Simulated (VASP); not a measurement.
# GaAs (F-43m) in VASP: a series of runs, part 2 of 2

VASP 6.6.1. Earlier steps stand in the parts before.

## 3. Phonons, PBEsol

Contents of POSCAR:

```
GaAs
1.0
    0.0000000000      2.8268500000      2.8268500000
    2.8268500000      0.0000000000      2.8268500000
    2.8268500000      2.8268500000      0.0000000000
As Ga
1 1
Direct
    0.7500000000      0.7500000000      0.7500000000
    0.0000000000      0.0000000000      0.0000000000
```

Contents of INCAR.step1:

```
SYSTEM = GaAs
  PREC = Accurate
  ENCUT = 600
  EDIFF = 1E-8
  ISMEAR = -1
  SIGMA = 0.05
  LREAL = .False.
  LASPH = .True.
  NELM = 60
  ALGO = Normal
  ISIF = 3
  LWAVE = .False.
  LCHARG = .False.
  GGA = PS
  IBRION = 2
  NSW = 40
  EDIFFG = -0.002
```

Contents of INCAR.step2:

```
SYSTEM = GaAs
  PREC = Accurate
  ENCUT = 600
  EDIFF = 1E-8
  ISMEAR = -1
  SIGMA = 0.05
  LREAL = .False.
  LASPH = .True.
  NELM = 60
  ALGO = Normal
  ISIF = 2
  LWAVE = .False.
  LCHARG = .False.
  GGA = PS
  IBRION = 8
  NSW = 1
```

Contents of KPOINTS:

```
Automatic mesh
0
Gamma
  6 6 6
  0 0 0
```

Potentials or basis: VASP PAW PBE potentials, release 64 (As, Ga_d).

On the command line:

```console
> cat potpaw_PBE.64/As/POTCAR potpaw_PBE.64/Ga_d/POTCAR > POTCAR
> cp INCAR.step1 INCAR
> mpirun -np 1 vasp_std > vasp.out
> cp CONTCAR POSCAR
> cp INCAR.step2 INCAR
> mpirun -np 1 vasp_std > vasp.out
```

OUTCAR:

```text
SYSTEM = GaAs
   PREC = Accurate
   ENCUT = 600
   EDIFF = 1E-8
   ISMEAR = -1
   LREAL = .False.
   LASPH = .True.
   NELM = 60
   ISIF = 2
   GGA = PS
   IBRION = 8
   NSW = 1

 ion  position               nearest neighbor table
   1  0.750  0.750  0.750-   2 2.45   2 2.45   2 2.45   2 2.45
   2  0.000  0.000  0.000-   1 2.45   1 2.45   1 2.45   1 2.45

  LATTYP: Found a face centered cubic cell.
 ALAT       =     5.6622616597

  Lattice vectors:

[... 501 lines left out ...]
               1X          1Y          1Z          2X          2Y          2Z
  1X    -9.189566    0.000000    0.000000    9.189566    0.000000    0.000000
  1Y     0.000000   -9.189566    0.000000    0.000000    9.189566    0.000000
  1Z     0.000000    0.000000   -9.189566    0.000000    0.000000    9.189566
  2X     9.215403    0.000000    0.000000   -9.215403    0.000000    0.000000
  2Y     0.000000    9.215403    0.000000    0.000000   -9.215403    0.000000
  2Z     0.000000    0.000000    9.215403    0.000000    0.000000   -9.215403

 Eigenvectors and eigenvalues of the dynamical matrix
 ----------------------------------------------------

   1 f  =    7.891750 THz    49.585330 2PiTHz  263.240456 cm-1    32.637642 meV
             X         Y         Z           dx          dy          dz
      4.246696  4.246696  4.246696     0.693778    0.000000    0.000000
      0.000000  0.000000  0.000000    -0.720189   -0.000000   -0.000000
[... 21 lines left out ...]
   6 f/i=    0.005535 THz     0.034779 2PiTHz    0.184637 cm-1     0.022892 meV
             X         Y         Z           dx          dy          dz
      4.246696  4.246696  4.246696    -0.655925   -0.144457   -0.259938
      0.000000  0.000000  0.000000    -0.631870   -0.139159   -0.250405

--------------------------------------------------------------------------------------------------------

 ELASTIC MODULI CONTR FROM IONIC RELAXATION (kBar)
 Direction    XX          YY          ZZ          XY          YZ          ZX
 --------------------------------------------------------------------------------
 XX          -0.0000      0.0000      0.0000     -0.0000      0.0000     -0.0000
 YY           0.0000     -0.0000      0.0000     -0.0000     -0.0000      0.0000
 ZZ           0.0000      0.0000     -0.0000      0.0000     -0.0000     -0.0000
 XY          -0.0000     -0.0000      0.0000   -175.1809      0.0000     -0.0000
 YZ           0.0000     -0.0000     -0.0000      0.0000   -175.1809      0.0000
 ZX          -0.0000      0.0000     -0.0000     -0.0000      0.0000   -175.1809
 --------------------------------------------------------------------------------
```

OUTCAR.step1:

```text
SYSTEM = GaAs
   PREC = Accurate
   ENCUT = 600
   EDIFF = 1E-8
   ISMEAR = -1
   LREAL = .False.
   LASPH = .True.
   NELM = 60
   ISIF = 3
   GGA = PS
   IBRION = 2
   NSW = 40
[... 273 lines left out ...]
      1     -11.0078      2.00000
      2     -11.0078      2.00000
      3     -11.0078      2.00000
      4     -10.9291      2.00000
      5     -10.9291      2.00000
      6      -8.9491      2.00000
      7       3.7715      1.98281
      8       3.7715      1.98280
      9       3.7715      1.98280
     10       4.1903      0.05171
     11       7.4534      0.00000
     12       7.4534      0.00000
     13       7.4534      0.00000
[... 267 lines left out ...]
  FREE ENERGIE OF THE ION-ELECTRON SYSTEM (eV)
  ---------------------------------------------------
  free  energy   TOTEN  =        -9.0660564737 eV

  energy  without entropy=       -9.0659317501  energy(sigma->0) =       -9.06599411

 reached required accuracy - stopping structural energy minimisation
```

OSZICAR.step1:

```text
N       E                     dE             d eps       ncg     rms          rms(c)
DAV:   1     0.866214784038E+02    0.86621E+02   -0.99293E+03   424   0.202E+03
DAV:   2    -0.162876316774E+01   -0.88250E+02   -0.85103E+02   451   0.363E+02
DAV:   3    -0.911255735621E+01   -0.74838E+01   -0.74376E+01   521   0.818E+01
[... 26 lines left out ...]
DAV:   3    -0.906606823022E+01    0.11553E-03   -0.14387E-04   551   0.249E-01    0.143E-02
DAV:   4    -0.906605782941E+01    0.10401E-04   -0.13443E-05   482   0.571E-02    0.480E-03
DAV:   5    -0.906605649166E+01    0.13378E-05   -0.92974E-07   532   0.147E-02    0.120E-03
DAV:   6    -0.906605647397E+01    0.17689E-07   -0.76366E-08   539   0.432E-03    0.664E-04
DAV:   7    -0.906605647367E+01    0.30332E-09   -0.11585E-08   248   0.222E-03
   3 F= -.90660565E+01 E0= -.90659941E+01  d E =-.202975E-03
```

It took 1.8 min on 1 thread of AMD EPYC 9R45 (Zen 5), shared host; peak memory 0.24 GiB.

Results:

```yaml
Relaxed_volume: 22.69 Å³/atom
Relaxed_cell: a = 4.004 Å, b = 4.004 Å, c = 4.004 Å, α = 60.00°, β = 60.00°, γ = 60.00°
Space_group_after_relaxing_to_0.05_Å: F-43m (No. 216)
Highest_phonon_frequency_at_Γ_LO-TO_splitting_left_out: 263 cm⁻¹
```

Step by step:
| step | energy change (eV) | largest force (eV/Å) | pressure (GPa) | volume (Å³) |
| --- | --- | --- | --- | --- |
| 1 | 0.0000 | 0.0000 | 0.32 | 45.18 |
| 2 | -0.0002 | 0.0000 | -0.13 | 45.47 |
| 3 | -0.0002 | 0.0000 | 0.00 | 45.38 |

Final structure:
```
As Ga
1.0
     0.00000    2.83113    2.83113
     2.83113    0.00000    2.83113
     2.83113    2.83113    0.00000
As Ga
1 1
Direct
  0.75000 0.75000 0.75000
  0.00000 0.00000 0.00000
```

Phonon frequencies in cm⁻¹ (negative: imaginary):
```
              q point        frequencies
(0.000, 0.000, 0.000)  0 0 0 263 263 263
```

Caveat: the PAW data sets were made with another functional, which shifts forces and pressure a little.

## 4. Elastic constants, PBEsol

POSCAR is that of step 3.

Contents of INCAR.step1:

```
SYSTEM = GaAs
PREC = Accurate ; ENCUT = 600
EDIFF = 1E-8 ; ISMEAR = -1
SIGMA = 0.05 ; LREAL = .False.
LASPH = .True. ; NELM = 60
ALGO = Normal ; ISIF = 3
LWAVE = .False. ; LCHARG = .False.
GGA = PS ; IBRION = 2
NSW = 40 ; EDIFFG = -0.002
```

Contents of INCAR.step2:

```
SYSTEM = GaAs
PREC = Accurate ; ENCUT = 600
EDIFF = 1E-8 ; ISMEAR = -1
SIGMA = 0.05 ; LREAL = .False.
LASPH = .True. ; NELM = 60
ALGO = Normal ; ISIF = 3
LWAVE = .False. ; LCHARG = .False.
GGA = PS ; IBRION = 6
NFREE = 2 ; POTIM = 0.015
NSW = 1
```

KPOINTS is that of step 3.

On the command line:

```console
> cat potpaw_PBE.64/As/POTCAR potpaw_PBE.64/Ga_d/POTCAR > POTCAR
> cp INCAR.step1 INCAR
> mpirun -np 1 vasp_std > vasp.out
> cp CONTCAR POSCAR
> cp INCAR.step2 INCAR
> mpirun -np 1 vasp_std > vasp.out
```

Wall time 4.4 min (1 thread of AMD EPYC 9R45 (Zen 5), shared host); peak memory 0.22 GiB.

The run converged. Its results:

```yaml
Relaxed_volume: 22.69 Å³/atom
Relaxed_cell: a = 4.004 Å, b = 4.004 Å, c = 4.004 Å, α = 60.00°, β = 60.00°, γ = 60.00°
Space_group_after_relaxing_to_0.05_Å: F-43m (No. 216)
Elastic_constants_C11_C12_C44: 110, 49, 55 GPa
Voigt_bulk_modulus: 69 GPa
Highest_phonon_frequency_at_Γ_LO-TO_splitting_left_out: 263 cm⁻¹
```

Step by step:
| step | energy change (eV) | largest force (eV/Å) | pressure (GPa) | volume (Å³) |
| --- | --- | --- | --- | --- |
| 1 | 0.0000 | 0.0000 | 0.32 | 45.18 |
| 2 | -0.0002 | 0.0000 | -0.13 | 45.47 |
| 3 | -0.0002 | 0.0000 | 0.00 | 45.38 |

Final structure:
```
CELL_PARAMETERS angstrom
0.00000 2.83113 2.83113
2.83113 0.00000 2.83113
2.83113 2.83113 0.00000
ATOMIC_POSITIONS crystal
As 0.75000 0.75000 0.75000
Ga 0.00000 0.00000 0.00000
```

Phonon frequencies in cm⁻¹ (negative: imaginary):
| q point | frequencies |
| --- | --- |
| (0.000, 0.000, 0.000) | 0 0 0 263 263 263 |

Elastic tensor in Voigt notation (GPa, in the Cartesian axes of the cell as first typed):
```
110  49  49   0   0   0
 49 110  49   0   0   0
 49  49 110   0   0   0
  0   0   0  55   0   0
  0   0   0   0  55   0
  0   0   0   0   0  55
```

Clamped-ion elastic tensor (GPa):
```
110  49  49   0   0   0
 49 110  49   0   0   0
 49  49 110   0   0   0
  0   0   0  74   0   0
  0   0   0   0  74   0
  0   0   0   0   0  74
```

Caveat: the PAW data sets were made with another functional, which shifts forces and pressure a little.

## 5. The reference run

An earlier run on the cell as given: functional PBEsol; potentials or basis VASP PAW PBE potentials, release 64 (As, Ga_d); cutoff 520 eV; k mesh 8 × 8 × 8; occupations fermi-dirac, width 0.05 eV; no spin polarisation.

- Pressure: 0.3 GPa
- Band gap on the k mesh: 0.46 eV, direct

## 6. Overview

| task | level | cell | k mesh | cutoff (eV) | ions in elastic constants | ladder | gap on the mesh (eV) |
| --- | --- | --- | --- | --- | --- | --- | --- |
| Born charges and dielectric tensor | PBE | as given | 8 × 8 × 8 | 520 | - | - | 0.52 |
| phonons | PBEsol | relaxed | 6 × 6 × 6 | 600 | - | - | - |
| elastic constants | PBEsol | relaxed | 6 × 6 × 6 | 600 | relaxed | - | - |
| single point | PBEsol | as given | 8 × 8 × 8 | 520 | - | free | 0.46 |

Alike in all rows: potentials or basis VASP PAW PBE potentials, release 64 (As, Ga_d); no spin polarisation; smearing fermi-dirac 0.05 eV.

Caveats: the PAW data sets were made with another functional, which shifts forces and pressure a little (some runs); the gap is small at this level, which inflates the dielectric constant (some runs).

Total energies depend on the potentials used, so only differences within one code and one set of settings carry meaning.

## 7. How close it comes

Step 2. Measured gap of GaAs: 1.412 eV (direct; 300 K; “Evidence of valence band perturbations in GaAsN/GaAs(001): A combined variable-angle spectroscopic ellipsometry and modulated photoreflectance investigation”, 2008, arxiv:0805.2212). This calculation gives 0.52 eV (-0.89 eV). 3 values of this kind are on record (1.412 to 1.51 eV); this one was drawn at random among those near their median, those with a stated uncertainty first. Spin-orbit coupling on As, Ga is left out. The value is that of PBE on a finite k mesh, which can miss the band edges, without temperature or zero-point motion. Semilocal functionals fall short of measured gaps as a rule. Measured high-frequency dielectric constant of GaAs: 10.89 (300 K; a printed reference work, textbook). This calculation gives 28.76 (+164.1 %). So large a miss can be the level of theory's own, or it may mean another phase, state or a wrong row.
